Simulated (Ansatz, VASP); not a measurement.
# Zn16HO16 (bond-centred H+ along c in ZnO): VASP beside Ansatz, part 2 of 2

Aim: how closely do two programs agree when they are given the same cell, functional and k mesh? The cell is taken from a series of runs on this material, whose earlier steps may have relaxed, scaled, displaced or heated it; both programs get it as it stands.

VASP 6.6.1 and Ansatz 0.2.0.

So far. Step 2 (VASP: single point, HSE06): The run ends at a pressure of -1.67 GPa, with forces up to 5.3 eV/Å.

### 3. Ansatz: single point, HSE06

Level of this step: Ansatz beside VASP: Kohn-Sham DFT, plane waves, HSE06 (Ansatz).

Ansatz runs on its default PAW (the set named soft_2) files.

The same cell, functional, mesh and smearing now go to Ansatz.

Input file input.yaml:

```yaml
crystal:
  lattice:
    - [6.55903994, 0.0, 0.0]
    - [-3.27951997, 5.68029521, 0.0]
    - [0.0, 0.0, 10.58650211]
  atoms:
    - { symbol: Zn, position: [0.166228634, 0.332541771, 0.250916485] }
    - { symbol: Zn, position: [0.316204472, 0.158067184, -0.007316333] }
    - { symbol: O, position: [0.327875474, 0.163894162, 0.183100027] }
    - { symbol: O, position: [0.164629279, 0.329489399, 0.439052498] }
    - { symbol: Zn, position: [0.169592424, 0.339393207, 0.750010215] }
    - { symbol: Zn, position: [0.314872146, 0.157423721, 0.510572228] }
    - { symbol: O, position: [0.334798131, 0.167372763, 0.69555169] }
    - { symbol: O, position: [0.169053673, 0.338204451, 0.935888683] }
    - { symbol: Zn, position: [0.166216273, 0.833601383, 0.250924384] }
    - { symbol: Zn, position: [0.333219311, 0.666572709, 0.00476773] }
    - { symbol: O, position: [0.333217965, 0.666574597, 0.192364525] }
    - { symbol: O, position: [0.164635037, 0.835109658, 0.43906144] }
    - { symbol: Zn, position: [0.169600882, 0.830154687, 0.750023597] }
    - { symbol: Zn, position: [0.333180042, 0.666571763, 0.497707584] }
    - { symbol: O, position: [0.333195085, 0.666574946, 0.683405886] }
    - { symbol: O, position: [0.169040189, 0.830770334, 0.935902998] }
    - { symbol: Zn, position: [0.666641134, 0.333245272, 0.170263293] }
    - { symbol: Zn, position: [0.841755305, 0.158039186, -0.00735505] }
    - { symbol: O, position: [0.835983409, 0.163831338, 0.183043771] }
    - { symbol: O, position: [0.666430505, 0.333239238, 0.464717171] }
    - { symbol: Zn, position: [0.666525959, 0.333240955, 0.757956452] }
    - { symbol: Zn, position: [0.842266844, 0.157477397, 0.510503197] }
    - { symbol: O, position: [0.832379247, 0.167396193, 0.695500292] }
    - { symbol: O, position: [0.666572155, 0.333242031, 0.955447824] }
    - { symbol: Zn, position: [0.667257178, 0.83358228, 0.25090922] }
    - { symbol: Zn, position: [0.841738922, 0.68361992, -0.007338136] }
    - { symbol: O, position: [0.835952566, 0.67200693, 0.183069896] }
    - { symbol: O, position: [0.670264495, 0.835119969, 0.439045578] }
    - { symbol: Zn, position: [0.660385978, 0.830176786, 0.749996247] }
    - { symbol: Zn, position: [0.8422938, 0.684817198, 0.510536963] }
    - { symbol: O, position: [0.832388457, 0.664952936, 0.695525776] }
    - { symbol: O, position: [0.661580418, 0.830748128, 0.935873949] }
    - { symbol: H, position: [0.666211991, 0.333233581, 0.381036156] }
total_charge: 1
basis:
  ecutwfc: 420
  xc_grid: 2
hamiltonian:
  xc: hse06
kpoints:
  mp_grid: { grid: [1, 1, 1] }
scf:
  occupations: { method: fermi_dirac, width: 0.01 }
  max_iter: 120
output:
  forces: true
checkpoint:
  read: "../relax.run"
```

Started as:

```bash
> ansatz run input.yaml --threads 4 --pin off --max-ram 7536MiB --backend cpu --events-out ev --progress --plain --runs-dir out
```

Numbers of over 12 decimals in the logs are rounded to 6 here.

Log:

```text
Warning: checkpoint.read: the run can stay near the saved state's solution: 2 site(s) moved relative to the saved geometry (max |Δs| = 6.411e-3 fractional); the SCF starts from the saved state under `checkpoint.density_extrapolation: transplant`, in force with no word given; its orbitals are not used off its sites. A run without `checkpoint.read` takes nothing of the state. A lower free energy from it at the same positions (and U, V and field ramp, if any) shows a solution that this start missed, and an equal or higher one rules none out (checkpoint.read, Limitations, in the input reference)
exact exchange: scf.exx.singularity resolves to wigner_seitz, which cuts the screened interaction at the faces of the exchange supercell's Wigner-Seitz cell, so that each pair interacts once, at the shortest of its separations (the periodic images that this leaves out come, for a point-like exchange hole, to about 0.181 eV on a filled level). The cut falls within the interaction's reach, and what an exchange supercel [...]
Engine: ansatz 0.2.0, x86_64-unknown-linux-gnu
Pseudopotentials: kind: paw
Pseudopotential: Zn, paw, valence charge 12, recommended cutoff 420 eV (normal), Zn.paw.azcp
Pseudopotential: O, paw, valence charge 6, recommended cutoff 420 eV (normal), O.paw.azcp
Pseudopotential: H, paw, valence charge 1, recommended cutoff 420 eV (normal), H.paw.azcp
Functional definition: HSE06
  parameter a = 0.25
  parameter omega = 0.11/bohr
  exchange = pbe_x - a*pbe_x_sr(omega) + a*exact_x_sr(omega)
  correlation = pbe_c
Crystal: 33 atoms, lattice volume = 394.424 Å³
Basis set: ecut = 420 eV, 7607 PW (Γ), exchange–correlation on 90×90×144 points (8 copies of the dense FFT grid, shifted against one another)
Bands: 177, of which v1, the nominal top of the filled ones, is band 144 counted from 1 (143 counted from 0)
Symmetry: 1 space group operations
Space group: P1 (ITA 1), of the structure as read, at distance tolerance 7.3e-5 Å
k-points: 1
Non-local potential: Zn, projectors of the file, l = 0: 2, l = 1: 2, l = 2: 3, l = 3: 1
Non-local potential: O, projectors of the file, l = 0: 2, l = 1: 2, l = 2: 1
Non-local potential: H, projectors of the file, l = 0: 2, l = 1: 1
PAW form: soft (Blöchl's): semilocal exchange-correlation on the pseudo side does not see the compensation charge
PAW frozen core: Zn, regenerated for the run's functional, and the local potential with it (the file was generated under x = pbe(κ = 0.804, μ = 0.219515), c = pbe(β = 0.066725))
PAW frozen core: O, regenerated for the run's functional, and the local potential with it (the file was generated under x = pbe(κ = 0.804, μ = 0.219515), c = pbe(β = 0.066725))
PAW one-centre angular grid: Zn, 590 points (default); XC on 64 Gauss nodes
PAW one-centre angular grid: O, 110 points (default); XC on 96 Gauss nodes
PAW one-centre angular grid: H, 110 points (default); XC on 64 Gauss nodes
Initial density: read from a saved state, or passed on in memory by an earlier SCF of this step, an earlier step, the calling program or the single point that the run made first, carried with its atoms to this geometry
Initial wavefunctions: pseudopotential atomic-orbital guess
Functional: x = pbe(κ = 0.804, μ = 0.219515), c = pbe(β = 0.066725), warm-up for x = pbe(κ = 0.804, μ = 0.219515) + 0.25 (exact − pbe) at short range (hse, ω = 0.207870 Å⁻¹), c = pbe(β = 0.066725); HSE06 as pw.x's `hse` composes it (authors' and Libxc's form: `xc: wpbeh`)
iter 1 solved again at ethr=6.33e-4 eV; its pass at ethr=1.00e-1 eV (dr2=1.82e0 eV) is discarded
SCF iter   1: F=—  HF=-62207.559289 eV  |F-HF|=—  |Δ(HF+E_count)|=         —  Δρ=3.18e-2  dr2=2.00e0  ethr=6.33e-4  ⟨swp⟩=20.0  Hψ=1263  notcnv=1  reapply=1
preconditioner: auto → none  [insulator: Δε(μ)=0.421 eV  Ē_g=12.026 eV  σ=0.010 eV  W_gap=1.00  n_scr=110 (ndim 8)  ℏωp=31.7 eV  f_vac=0.078  D(μ)=0.00/eV (n_scr^D=0)]
[...]
Frozen-core exchange: fock
SCF iter   1: F=—  HF=-62205.549768 eV  |F-HF|=—  |Δ(HF+E_count)|=         —  Δρ=2.59e-2  dr2=1.44e0  ethr=1.07e-7  ⟨swp⟩=13.0  Hψ=1092  notcnv=0
preconditioner: auto → none  [insulator: Δε(μ)=2.619 eV  Ē_g=15.336 eV  σ=0.010 eV  W_gap=1.00  n_scr=110 (ndim 8)  ℏωp=31.7 eV  f_vac=0.067  D(μ)=0.00/eV (n_scr^D=0)]
SCF iter   2: F=—  HF=-62205.044109 eV  |F-HF|=—  |Δ(HF+E_count)|=   5.06e-1  Δρ=3.86e-3  dr2=5.73e-2  ethr=1.07e-7  ⟨swp⟩=5.0  Hψ=831  notcnv=0
SCF iter   3: F=—  HF=-62205.214875 eV  |F-HF|=—  |Δ(HF+E_count)|=   1.71e-1  Δρ=3.62e-3  dr2=2.81e-2  ethr=1.07e-7  ⟨swp⟩=5.0  Hψ=817  notcnv=0
SCF iter   4: F=—  HF=-62205.204118 eV  |F-HF|=—  |Δ(HF+E_count)|=   1.08e-2  Δρ=7.49e-4  dr2=1.16e-3  ethr=1.07e-7  ⟨swp⟩=4.0  Hψ=659  notcnv=0
SCF iter   5: F=—  HF=-62205.207183 eV  |F-HF|=—  |Δ(HF+E_count)|=   3.07e-3  Δρ=5.62e-4  dr2=9.99e-4  ethr=1.07e-7  ⟨swp⟩=5.0  Hψ=604  notcnv=0
SCF iter   6: F=—  HF=-62205.206897 eV  |F-HF|=—  |Δ(HF+E_count)|=   2.86e-4  Δρ=2.05e-4  dr2=1.36e-4  ethr=1.07e-7  ⟨swp⟩=4.0  Hψ=433  notcnv=0
SCF iter   7: F=-62205.206836 eV  HF=-62205.206858 eV  |F-HF|=2.19e-5  |Δ(HF+E_count)|=   3.90e-5  Δρ=6.65e-5  dr2=1.98e-5  ethr=3.36e-8  ⟨swp⟩=4.0  Hψ=496  notcnv=0
SCF 2 stopped early in 7 iterations: F = -62205.206836 eV  dr2 = 1.98e-5
[...]
Frozen-core exchange: fock
SCF iter   1: F=—  HF=-62205.197894 eV  |F-HF|=—  |Δ(HF+E_count)|=         —  Δρ=8.71e-5  dr2=2.11e-5  ethr=8.63e-7  ⟨swp⟩=7.0  Hψ=413  notcnv=0
preconditioner: auto → none  [insulator: Δε(μ)=2.501 eV  Ē_g=15.080 eV  σ=0.010 eV  W_gap=1.00  n_scr=110 (ndim 8)  ℏωp=31.7 eV  f_vac=0.078  D(μ)=0.00/eV (n_scr^D=0)]
SCF iter   2: F=—  HF=-62205.197913 eV  |F-HF|=—  |Δ(HF+E_count)|=   1.89e-5  Δρ=5.67e-5  dr2=7.84e-6  ethr=6.48e-9  ⟨swp⟩=5.0  Hψ=548  notcnv=0
SCF iter   3: F=—  HF=-62205.197911 eV  |F-HF|=—  |Δ(HF+E_count)|=   2.38e-6  Δρ=1.05e-5  dr2=1.97e-7  ethr=2.37e-9  ⟨swp⟩=3.0  Hψ=413  notcnv=0
SCF iter   4: F=—  HF=-62205.197911 eV  |F-HF|=—  |Δ(HF+E_count)|=   7.64e-7  Δρ=7.85e-6  dr2=1.75e-7  ethr=4.76e-11  ⟨swp⟩=5.0  Hψ=563  notcnv=0  defer=2
SCF iter   5: F=-62205.197911 eV  HF=-62205.197911 eV  |F-HF|=3.09e-8  |Δ(HF+E_count)|=   2.94e-8  Δρ=3.09e-6  dr2=3.06e-8  ethr=4.76e-11  ⟨swp⟩=4.0  Hψ=408  notcnv=0
SCF 3 converged in 5 iterations: F = -62205.197911 eV  dr2 = 3.06e-8
  Residual-converged pass: ⟨swp⟩=4.0  Hψ=466  notcnv=0  max |occ|·‖R‖ = 1.5e-6 eV (tolerance 1.5e-6 eV)  dr2=3.21e-8  dr2_onsite=6.68e-9  max |Δocc| = 0.0e0
  greatest PAW one-centre occupation: 0.989 electrons in one spin orbital (limit 2), on the Zn atom at site 21 (counted from 0), in its partial waves of l = 2
hybrid outer 2: dexx = +1.286e-5 eV, tail = 1.68e-7 eV, Δε = 3.83e-3 eV (about 8.66e-5 eV left of the loop's levels), ΔF = 1.50e-2 eV/Å (tail 2.92e-3)
Exchange kernel: α = 0.2500, screened, ω = 0.2079 Å⁻¹, Wigner–Seitz truncation, v(0) = 690.4258 eV·Å³, q-mesh 1×1×1, nearest image of the exchange supercell L = 6.56 Å, pair-density grid 32×32×50, without the augmentation charges, whose exchange is taken in its separable form (sized by the pseudopotential files, 40×40×72 at the most)
Frozen-core exchange: fock
SCF iter   1: F=—  HF=-62205.197910 eV  |F-HF|=—  |Δ(HF+E_count)|=         —  Δρ=4.07e-6  dr2=4.36e-8  ethr=2.92e-10  ⟨swp⟩=12.0  Hψ=435  notcnv=0
SCF iter   2: F=-62205.197910 eV  HF=-62205.197910 eV  |F-HF|=7.23e-9  |Δ(HF+E_count)|=   1.07e-8  Δρ=1.55e-6  dr2=8.33e-9  ethr=1.50e-11  ⟨swp⟩=4.0  Hψ=439  notcnv=0
SCF 4 converged in 2 iterations: F = -62205.197910 eV  dr2 = 8.33e-9
  Residual-converged pass: ⟨swp⟩=3.0  Hψ=370  notcnv=0  max |occ|·‖R‖ = 9.9e-7 eV (tolerance 1.5e-6 eV)  dr2=8.44e-9  dr2_onsite=1.14e-9  max |Δocc| = 0.0e0
hybrid outer 3: dexx = +4.832e-9 eV, tail = 1.90e-8 eV, Δε = 1.44e-4 eV (about 6.72e-5 eV left of the loop's levels), ΔF = 1.50e-4 eV/Å (tail 2.33e-4)
hybrid SCF converged: 3 outer / 14 inner (+6 warm-up), last move |dexx| = 4.83e-9 eV, tail = 1.90e-8 eV
Stability not checked: this state was not tested for a lower state beside it, because the functional holds exact exchange (a hybrid, or Hartree-Fock), whose exchange loop this test does not read (fock_operator; see scf.lower_state_search)
Free energy (F): -62205.197910 eV
Frozen-core exchange: fock
Harris-Foulkes:  -62205.197910 eV  (|F-HF|=7.23e-9)
Internal energy: -62205.197910 eV  (E = F + TS)
E sigma→0 (E₀):  -62205.197910 eV
Fermi energy:    6.866623 eV
--- Per-component energies (eV) ---
  E_band       = -160.638866
  E_kinetic    = 4916.353366
  E_local      = -33058.755385  (includes V_loc(G=0)·N_el)
  E_nonlocal   = 10734.971039
  E_hartree    = 13700.968561
  E_xc         = -2668.789894
  E_vxc        = -1840.750892  (∫ρ·V_xc dr)
  E_exx        = -983.053387  (= α·E_x^exact, valence–valence)
  E_paw        = -31611.107698  (= ΣΔE_a)
  E_vpaw       = -6348.312446  (= ΣTr[D̂ρ^β])
  E_aug_tail   = 0.032138  (compensation charges beyond the density's cutoff)
  E_ewald      = -23245.640758
  E_core_change = 9.824110  (= ΣΔE_core)
  E_smearing   = -0.000000  (= −TS)
  E_closure    = -0.000001  (closes the sum)
  E_deformation_potential = 13.654253  (in the stress; not in F)
  Σ components = -62205.197910   (vs F -62205.197910, Δ=0.00e0)
--- Forces (eV/Å), atoms counted from 1 ---
  atom   1  Zn     0.00006844    -0.00518980    -0.01690667
  atom   2  Zn     0.00187751     0.00105456     0.00695456
  atom   3  O     -0.00687395    -0.00397298     0.00470995
  atom   4  O      0.00003248    -0.00078461     0.00939969
  atom   5  Zn     0.00000738    -0.00099495     0.00608282
  atom   6  Zn    -0.01228628    -0.00715453     0.02440348
  atom   7  O      0.00006174     0.00006714    -0.00878181
  atom   8  O     -0.00010568     0.00129075    -0.00463555
  atom   9  Zn    -0.00444878     0.00269498    -0.01694511
  atom  10  Zn    -0.00003187     0.00006481     0.00033985
  atom  11  O      0.00002711     0.00002087     0.00430948
  atom  12  O     -0.00067700     0.00039208     0.00930724
  atom  13  Zn    -0.00084919     0.00050436     0.00608674
  atom  14  Zn     0.00004073     0.00004685     0.00526656
  atom  15  O     -0.00000213    -0.00003441    -0.00595534
  atom  16  O      0.00110542    -0.00063492    -0.00469946
  atom  17  Zn    -0.00021811     0.00002436     0.05388201
  atom  18  Zn    -0.00204659     0.00108562     0.00704409
  atom  19  O      0.00639045    -0.00374600     0.00510073
  atom  20  O      0.00766778     0.00015238     4.70740968
  atom  21  Zn    -0.00001673    -0.00003109     0.00928387
  atom  22  Zn     0.01229076    -0.00703711     0.02439434
  atom  23  O     -0.00000475     0.00005242    -0.00860314
  atom  24  O     -0.00004484     0.00001789    -0.01174712
  atom  25  Zn     0.00443887     0.00255091    -0.01687813
  atom  26  Zn    -0.00006126    -0.00225762     0.00707095
  atom  27  O     -0.00005550     0.00757281     0.00488291
  atom  28  O      0.00072283     0.00038604     0.00928839
  atom  29  Zn     0.00076281     0.00044203     0.00610433
  atom  30  Zn     0.00005797     0.01419585     0.02440209
  atom  31  O      0.00004655    -0.00003553    -0.00870730
  atom  32  O     -0.00107453    -0.00058987    -0.00459814
  atom  33  H     -0.00679896    -0.00015655    -4.82722459
  max |Σ_I F_I| component: 4.14e-5 eV/Å
--- Band table (eV) ---
  k-point 0: bands = [... 140 lower, 5.2837, 5.5734, 5.6124, 5.6124, 8.1138]
  guard bands above this table: 32 of the run's 177 bands. The solve was not asked for them (output.publish_guard_bands: true or output.eigenvalues: true publishes all)
```

Reading the cycles: dr2 is the Hartree energy of the density residual (eV), the measure of convergence; HF is the Harris–Foulkes estimate of the energy, which meets the free energy F at convergence.

### 4. Differences

Known differences besides the potentials themselves: exact exchange at q = 0 is treated differently, which shows on coarse meshes; VASP keeps PBE cores, Ansatz makes them for the functional; the cutoff is 420 eV in Ansatz and 520 eV in VASP (PREC = Accurate, projectors in real space); VASP takes a coarser grid for exact exchange (PRECFOCK = Fast). Total energies have different zeros and are not compared.

Compared:

| quantity | Ansatz | VASP | difference |
| --- | --- | --- | --- |
| gap on the k mesh (eV) | 2.501 | 2.498 | +0.003 |

Forces on 7 of the 33 atoms, those with the largest forces and the largest differences (eV/Å; atoms numbered as in POSCAR):

| atom | Ansatz x, y, z | VASP x, y, z |
| --- | --- | --- |
| Zn9 | 0.000, 0.000, 0.054 | 0.000, 0.000, 0.069 |
| O17 | -0.007, -0.004, 0.005 | -0.035, -0.020, 0.037 |
| O25 | 0.006, -0.004, 0.005 | 0.035, -0.021, 0.037 |
| O26 | 0.008, 0.000, 4.707 | 0.008, 0.000, 5.142 |
| O28 | 0.000, 0.000, -0.012 | 0.000, 0.000, -0.039 |
| O29 | 0.000, 0.008, 0.005 | 0.000, 0.041, 0.037 |
| H33 | -0.007, 0.000, -4.827 | -0.008, 0.000, -5.325 |

The forces differ by 67 meV/Å r.m.s., which is 9.1 % of the r.m.s. force of 0.744 eV/Å (both taken over all components). A gap on the mesh is an upper bound, since the band edges may lie between its points. The cell carries a charge of +1 e against a uniform background, so its pressure also hangs on how the neutralising background is counted, and in a defect's cell a gap may be the spacing between its levels.

### 5. What came out

* r.m.s. force difference (single point, HSE06): 9.1 % of the r.m.s. force

In words: The r.m.s. force difference is 9.1 % of the r.m.s. force (single point, HSE06), beyond the 3 % picked in this series as the mark of a large difference. What causes the difference of the single point, HSE06 pair stays open here. Such differences can come from data sets, numerical settings and the points named under the comparisons, not from the functional's error against experiment.

[Lines on the potential files, build, host, timing and source positions are cut from VASP's logs without a mark.]

[Logs are printed without paths, hosts, clocks, repeated set-up lines and the standing remarks that a program may print on its own settings, such as how far it seeks lower states.]

[Hosts, paths, dates, database ids (printed as entryN), source tags and the programs' standing remarks are cut or masked in the printed files.]
